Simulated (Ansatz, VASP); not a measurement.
SnTe: VASP beside Ansatz

INCAR

```
PREC     = Accurate       # precision mode
ENCUT    = 520            # plane-wave cutoff, eV
EDIFF    = 1E-6           # SCF threshold, eV
ISMEAR   = -1             # smearing method
SIGMA    = 0.05           # smearing width, eV
LREAL    = False          # projectors in reciprocal space
LASPH    = True           # aspherical terms in the spheres
NELM     = 60             # most SCF steps
ALGO     = Normal         # electronic algorithm
ISIF     = 2              # what is computed and relaxed
LWAVE    = False          # write WAVECAR
LCHARG   = False          # write CHGCAR
GGA      = PE             # functional
NBANDS   = 17             # bands
```

Contents of KPOINTS:

```
regular mesh
0
Gamma
  9 9 9
```

The input POSCAR:

```
SnTe
1.0
    0.0000000000      3.6774787662      3.6774787662
    3.6774787662      0.0000000000      3.6774787662
    3.6774787662      3.6774787662      0.0000000000
Sn Te
1 1
Direct
    0.0000000000      0.0000000000      0.0000000000
    0.2500000000      0.2500000000      0.2500000000
```

Input for Ansatz:

```yaml
crystal:
  lattice:
    - [0.0, 3.6774787662, 3.6774787662]
    - [3.6774787662, 0.0, 3.6774787662]
    - [3.6774787662, 3.6774787662, 0.0]
  atoms:
    - { symbol: Sn, position: [0.0, 0.0, 0.0] }
    - { symbol: Te, position: [0.25, 0.25, 0.25] }
kpoints:
  mp_grid: { grid: [9, 9, 9] }
scf:
  occupations: { method: fermi_dirac, width: 0.05 }
hamiltonian:
  xc: pbe
  pseudopotentials: { kind: all_electron, lapw: { basis_error: 0.001 } }
output:
  forces: true
  stress: true
  eigenvalues: true
```

Change from the starting cell: volume scaled by 1.06.

Alike in both runs: task single point; functional PBE; k mesh 9 × 9 × 9; occupations fermi-dirac, width 0.05 eV; no spin polarisation.

```csv
,VASP,Ansatz
version,VASP 6.6.1,Ansatz 0.2.0
potentials or method,"VASP PAW PBE potentials, release 64 (Sn_d, Te)","all-electron LAPW, scalar-relativistic"
plane-wave cutoff (eV),520,see its input
```

VASP gave:

| Quantity | Value |
| --- | --- |
| pressure (GPa) | -1.3 |

Estimate Ansatz's values.

pressure (GPa): -1.2.

Ansatz ran all-electron here, so the differences hold the error of VASP's frozen core and of both bases.

Caveats: spin-orbit coupling is left out, which moves the levels of the heavy elements; an odd mesh through Γ misses points on the zone boundary, where band edges often lie.
